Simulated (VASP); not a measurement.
## SnTe (strained rocksalt), r²SCAN single-point calculation: Ansatz's output and VASP's

```
CELL_PARAMETERS angstrom
0.00000 3.02093 3.02093
3.02093 0.00000 3.02093
3.02093 3.02093 0.00000
ATOMIC_POSITIONS crystal
Sn 0.00000 0.00000 0.00000
Te 0.50000 0.50000 0.50000
```

Ansatz printed

```
WARN: a fill by count may have filled part of one level: at k-index 4 the highest filled band, 11.858156 eV, and the lowest empty band, 11.858156 eV, stand 3.197e-14 eV apart, within the solve's uncertainty, 3.162e-4 eV. If they are one level, whatever splits it, however little, can move the result. A smearing (`scf.occupations.method` with a `width`) well over the split that the run's distortions make, where the deck can take one, can fill the level evenly. On an open shell (a free atom, a radical) an even fill, a smearing's or one that the run's symmetry operations hold, can lie tenths of an eV above a state that splits the level, and an energy difference taken against it is then off by as much. To look for that state on an open shell, re-run with `crystal.symmetry.detect: false`, without `crystal.symmetry.time_reversal: true` (on a non-collinear deck from a starting moment too), where the deck allows it, and compare the energies; that run can end on one of several states, or fail to converge. If the gap is true, a tighter SCF threshold (`scf.convergence.dr2_threshold`, or `saddle.dr2_threshold`, `phonons.dr2_threshold` by `fd` or `hamiltonian.hubbard.lr.dr2_threshold` where that key governs the SCF) lowers that uncertainty; where it stays it is the eigensolver's: a larger `scf.n_extra_bands` or, on support functions, `scf.eigensolver.kind: davidson` lowers it. See `scf.occupations.method`, Limitations, in the input reference
SCF 1 converged in 6 iterations: F = -13033.727087 eV  dr2 = 4.90e-8
  greatest PAW one-centre occupation: 0.997 electrons in one spin orbital (limit 2), on the Te atom at site 1 (counted from 0), in its partial waves of l = 2
NSCF: frozen V_eff on 6 k-points
SCF converged after 6 iterations
Free energy (F): -13033.727087 eV
Harris-Foulkes:  -13033.727087 eV  (|F-HF|=7.84e-9)
Internal energy: -13033.727087 eV  (E = F + TS)
E sigma→0 (E₀):  -13033.727087 eV
Fermi energy:    11.858156 eV
--- Per-component energies (eV) ---
  E_band       = -323.100535
  E_kinetic    = 369.623700
  E_local      = -1955.850932  (includes V_loc(G=0)·N_el)
  E_nonlocal   = -343.210455
  E_hartree    = 1281.607402
  E_xc         = -492.743349
  E_vxc        = -219.633159  (∫ρ·V_xc dr)
  E_paw        = -8842.871329  (= ΣΔE_a)
  E_vpaw       = -750.655248  (= ΣTr[D̂ρ^β])
  E_aug_tail   = -0.000040  (compensation charges beyond the density's cutoff)
  E_vtau       = 13.412531  (kinetic-family band-sum trace: ∫τ·v_τ [+ j·A + Jᵃ·Aᵃ] dr)
  E_ewald      = -3051.302259
  E_core_change = 1.020175  (= ΣΔE_core)
  E_smearing   = -0.000000  (= −TS)
  E_closure    = 0.000000  (closes the sum)
  Σ components = -13033.727087   (vs F -13033.727087, Δ=0.00e0)
--- Forces (eV/Å), atoms counted from 1 ---
  atom   1  Sn    -0.00000000     0.00000000     0.00000000
  atom   2  Te     0.00000000    -0.00000000     0.00000000
  max |Σ_I F_I| component: 2.89e-29 eV/Å
--- Stress (GPa, compression-positive) ---
        9.919801       0.000000       0.000000
       -0.000000       9.919801       0.000000
       -0.000000       0.000000       9.919801
  P = ⅓ Tr σ = 9.9198 GPa (99.198 kbar)
--- Band table (eV; the first three rows and the last of 29) ---
  k-point 0: bands = ["-26.7145", "-26.7145", "-26.7047", "-26.7047", "-26.7047", "-11.1061", "-11.1061", "-11.0930", "-11.0930", "-11.0930", "-2.7537", "7.7045", "8.9428", "8.9428", "8.9428", "15.5231", "15.5231", "15.5231", "16.5405"]
  k-point 1: bands = ["-26.7144", "-26.7144", "-26.7046", "-26.7045", "-26.7045", "-11.1079", "-11.1079", "-11.0927", "-11.0915", "-11.0915", "-2.5875", "6.3207", "8.9711", "8.9711", "10.0423", "14.6386", "14.6386", "14.7985", "16.5172"]
  k-point 2: bands = ["-26.7142", "-26.7142", "-26.7043", "-26.7039", "-26.7039", "-11.1127", "-11.1127", "-11.0921", "-11.0874", "-11.0874", "-2.1122", "4.4854", "9.0735", "9.0735", "11.0332", "13.2988", "13.2988", "13.6882", "17.0970"]
  k-point 28: bands = ["-26.7149", "-26.7135", "-26.7037", "-26.7037", "-26.7020", "-11.1358", "-11.1096", "-11.0875", "-11.0875", "-11.0738", "-0.4291", "3.5384", "5.7209", "5.7209", "10.8209", "12.6545", "16.6027", "16.6027", "18.8409"]
```

Datasets and cutoffs are each program's own. VASP's cell holds 20 valence electrons and Ansatz's 30. Ansatz's stress includes a Pulay correction; VASP's doesn't.

**Question.** What does VASP give for the same cell and level of theory?

**Answer.** gap between bands v and c 0.00 eV; least direct gap 0.00 eV; pressure 10.0 GPa.

From OUTCAR

```
k-points           NKPTS =     29   k-points in BZ     NKDIM =     29   number of bands    NBANDS=     17

   NELECT =      20.0000    total number of electrons

   dimension x,y,z NGX =    32 NGY =   32 NGZ =   32
   dimension x,y,z NGXF=    64 NGYF=   64 NGZF=   64

  energy-cutoff  :      520.00
  volume of cell :       55.14
      direct lattice vectors                 reciprocal lattice vectors
     0.000000000  3.020933699  3.020933699    -0.165511742  0.165511742  0.165511742
     3.020933699  0.000000000  3.020933699     0.165511742 -0.165511742  0.165511742
     3.020933699  3.020933699  0.000000000     0.165511742  0.165511742 -0.165511742

 k-points in reciprocal lattice and weights: KPOINTS created by Atomic Simulation Env
   0.00000000  0.00000000  0.00000000       0.002
   0.12500000  0.00000000  0.00000000       0.016
   0.25000000  0.00000000  0.00000000       0.016
   0.37500000  0.00000000  0.00000000       0.016
   0.50000000  0.00000000  0.00000000       0.008
   0.12500000  0.12500000  0.00000000       0.012
   0.25000000  0.12500000  0.00000000       0.047
   0.37500000  0.12500000  0.00000000       0.047
   ...

 E-fermi :   8.7650

 k-point     1 :       0.0000    0.0000    0.0000
  band No.  band energies     occupation
      1     -14.1271      2.00000
      2     -14.1271      2.00000
      3     -14.1053      2.00000
      4     -14.1053      2.00000
      5     -14.1053      2.00000
      6      -5.8397      2.00000
      7       4.6165      2.00000
      8       5.8553      2.00000
      9       5.8553      2.00000
     10       5.8553      2.00000
     11      12.4404      0.00000
     12      12.4404      0.00000
     13      12.4404      0.00000
     14      13.4254      0.00000
     15      13.4254      0.00000
     16      13.4254      0.00000
     17      15.5831      0.00000

 k-point     2 :       0.1250    0.0000    0.0000
  band No.  band energies     occupation
      1     -14.1285      2.00000
      2     -14.1285      2.00000
      3     -14.1049      2.00000
      4     -14.1038      2.00000
      5     -14.1038      2.00000
      6      -5.6735      2.00000
      7       3.2320      2.00000
      8       5.8838      2.00000
      9       5.8838      2.00000
     10       6.9550      2.00000
     11      11.5492      0.00000
     12      11.5492      0.00000
     13      11.7117      0.00000
     14      13.4151      0.00000
     15      13.7994      0.00000
     16      13.7994      0.00000
     17      16.8363      0.00000

 k-point     3 :       0.2500    0.0000    0.0000
  band No.  band energies     occupation
      1     -14.1325      2.00000
      2     -14.1325      2.00000
      3     -14.1042      2.00000
      4     -14.0997      2.00000
      5     -14.0997      2.00000
      6      -5.1977      2.00000
      7       1.3954      2.00000
      8       5.9869      2.00000
      9       5.9869      2.00000
     10       7.9454      2.00000
     11      10.2074      0.00000
     12      10.2075      0.00000
     13      10.6005      0.00000
     14      13.9999      0.00000
     15      14.8108      0.00000
     16      14.8108      0.00000
     17      19.3674      0.00000

 k-point     4 :       0.3750    0.0000    0.0000
  band No.  band energies     occupation
      1     -14.1368      2.00000
      2     -14.1368      2.00000
      3     -14.1035      2.00000
      4     -14.0952      2.00000
      5     -14.0952      2.00000
      6      -4.5287      2.00000
      7      -0.1678      2.00000
      8       6.1631      2.00000
      9       6.1631      2.00000
     10       8.4692      2.00000
     11       9.1754      0.00000
     12       9.1754      0.00000
     13       9.6856      0.00000
     14      15.5562      0.00000
     15      16.3714      0.00000
     16      16.3714      0.00000
     17      20.3445      0.00000

 k-point     5 :       0.5000    0.0000    0.0000
  band No.  band energies     occupation
      1     -14.1386      2.00000
      2     -14.1386      2.00000
      3     -14.1032      2.00000
      4     -14.0932      2.00000
      5     -14.0932      2.00000
      6      -4.1185      2.00000
      7      -0.8871      2.00000
      8       6.2739      2.00000
      9       6.2739      2.00000
     10       8.7653      0.96692
     11       8.7653      0.96307
     12       8.7778      0.07001
     13       9.1846      0.00000
     14      17.3340      0.00000
     15      17.9925      0.00000
     16      17.9925      0.00000
     17      18.4075      0.00000

 ...

  Total        3.4283173      3.4283173      3.4283173      0.0000000     -0.0000000      0.0000000
  in kB       99.6180450     99.6180450     99.6180450      0.0000000     -0.0000000      0.0000000
  external PRESSURE =      99.6180450 kB  Pullay stress =       0.0000000 kB

 POSITION                                       TOTAL-FORCE (eV/Angst)
 -----------------------------------------------------------------------------------
      0.00000      0.00000      0.00000         0.000000      0.000000      0.000000
      3.02093      3.02093      3.02093        -0.000000     -0.000000     -0.000000
 -----------------------------------------------------------------------------------
    total drift:                                0.000000     -0.000000     -0.000000

  FREE ENERGIE OF THE ION-ELECTRON SYSTEM (eV)
  ---------------------------------------------------
  free  energy   TOTEN  =       -50.4253725086 eV

  energy  without entropy=      -50.4252759009  energy(sigma->0) =      -50.42532420
```
